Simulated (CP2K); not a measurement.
The system is P.

```
P
1.0
     3.71022    0.00000    0.00000
     2.10486    3.05537    0.00000
     2.10486    1.10594    2.84819
P
2
Direct
  0.77292 0.77292 0.77292
  0.22708 0.22708 0.22708
```

This isn't the form of P at room conditions, which is orthorhombic.

Base run:

- Program: CP2K 2026.2
- Functional: TASK
- Potentials or basis: POTENTIAL_UZH P GTH-SCAN-q5; TZVP-MOLOPT-SCAN-GTH basis
- Density cutoff: 9184 eV
- k mesh: 9 × 9 × 9
- Occupations: fermi-dirac, width 0.1 eV
- Spin: no spin polarisation

Its results: band gap on the k mesh none (metal or under the smearing width); pressure 5.8 GPa; largest force 0.036 eV/Å.

Problem. The run is repeated on the same cell with these changes: functional from TASK to SCAN; ngrids from 5 to 4. What comes out?

Solution. Band gap on the k mesh none (metal or under the smearing width); pressure 1.6 GPa; largest force 0.135 eV/Å.

Caveats: the basis of atomic orbitals isn't converged, which shifts pressures, moduli and gaps; the potentials were made for another functional, which shifts forces and pressure (some runs).

Not every run made on this cell is shown here.
